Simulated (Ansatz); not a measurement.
Geometry optimisation, RKS BLYP-D4/def2-SVP in Ansatz.

Input file:

```yaml
crystal:
  periodic: [false, false, false]
  atoms:
    - { symbol: C, position_ang: [-0.02127, 0.93384, -0.24772] }
    - { symbol: C, position_ang: [0.26994, -0.45347, 0.24869] }
    - { symbol: O, position_ang: [-0.41873, -1.09123, 0.99709] }
    - { symbol: O, position_ang: [1.41449, -0.93213, -0.2579] }
    - { symbol: H, position_ang: [-0.7244, 0.89549, -1.07337] }
    - { symbol: H, position_ang: [-0.45979, 1.50645, 0.5676] }
    - { symbol: H, position_ang: [0.90374, 1.41852, -0.54595] }
    - { symbol: H, position_ang: [1.57631, -1.83422, 0.06008] }
basis:
  gaussian: { orbitals: def2-SVP }
hamiltonian:
  xc: blyp
  dispersion: d4
relax:
  f_tol: 0.015
  max_steps: 40
```

Launched with:

```bash
$ ansatz run input.yaml --threads 1 --pin off --max-ram 2048MiB --backend cpu --events-out ev --progress --plain --runs-dir out
```

Q: Where does it end, and by what steps?

A: It converged. The force dipped under the threshold on the way, but the program's further checks kept it going. After 16 steps the energy has fallen by 0.095 eV; O3 moved furthest, 0.42 Å.

| step | energy less start (eV) | largest force component (eV/Å) | accepted |
| --- | --- | --- | --- |
| 0 | 0.0000 | 1.226 | yes |
| 1 | -0.0714 | 0.577 | yes |
| 2 | -0.0845 | 0.125 | yes |
| 3 | -0.0848 | 0.218 | yes |
| 4 | -0.0869 | 0.075 | yes |
| 5 | -0.0896 | 0.030 | yes |
| 6 | -0.0748 | 0.816 | no |
| 7 | -0.0917 | 0.038 | yes |
| 8 | -0.0922 | 0.239 | yes |
| 9 | -0.0930 | 0.079 | yes |
| 10 | -0.0940 | 0.019 | yes |
| 11 | -0.0938 | 0.250 | no |
| 12 | -0.0940 | 0.072 | no |
| 13 | -0.0943 | 0.008 | yes |
| 14 | -0.0945 | 0.126 | yes |
| 15 | -0.0947 | 0.053 | yes |
| 16 | -0.0948 | 0.002 | yes |

```xyz
8
Properties=species:S:1:pos:R:3
C -0.023 0.945 -0.226
C 0.324 -0.432 0.311
O -0.151 -0.958 1.299
O 1.268 -1.044 -0.470
H -0.432 0.858 -1.253
H -0.764 1.426 0.435
H 0.890 1.569 -0.294
H 1.428 -1.921 -0.053
```

Time of the run: 27 s on 1 thread of Arm Neoverse V2 (shared host), peak memory 0.13 GiB.
